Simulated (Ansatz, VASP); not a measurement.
## One calculation of Bi, two programs

```
CELL_PARAMETERS angstrom
-1.87717 1.87717 1.87717
1.87717 -1.87717 1.87717
1.87717 1.87717 -1.87717
ATOMIC_POSITIONS crystal
Bi 0.00000 0.00000 0.00000
```

This isn't the form of Bi at room conditions, which is rhombohedral.

Alike in both runs: functional PBEsol; k mesh 16 × 16 × 16; occupations gaussian, width 0.1 eV; no spin polarisation.

Ansatz relaxed the structure, and its values are those at the end. VASP's run is a single point on that final structure, the one shown.

|  | VASP | Ansatz |
| --- | --- | --- |
| version | VASP 6.6.1 | Ansatz 0.2.0 |
| potentials or method | VASP PAW PBE potentials, release 64 (Bi_d) | scalar-relativistic, plane waves, PAW |
| plane-wave cutoff (eV) | 520 | 600 |
| valence electrons in the cell | 15 | 15 |

```csv
,VASP,Ansatz,Ansatz less VASP
gap on the k mesh at the Fermi level (eV),none,none,-
pressure (GPa),10.1,10.1,+0.03
```

A gap of «none» marks a metal or a gap that the smearing closes.

Caveats: the PAW data sets were made with another functional, which shifts forces and pressure a little (VASP); spin-orbit coupling is left out, which moves the levels of the heavy elements.
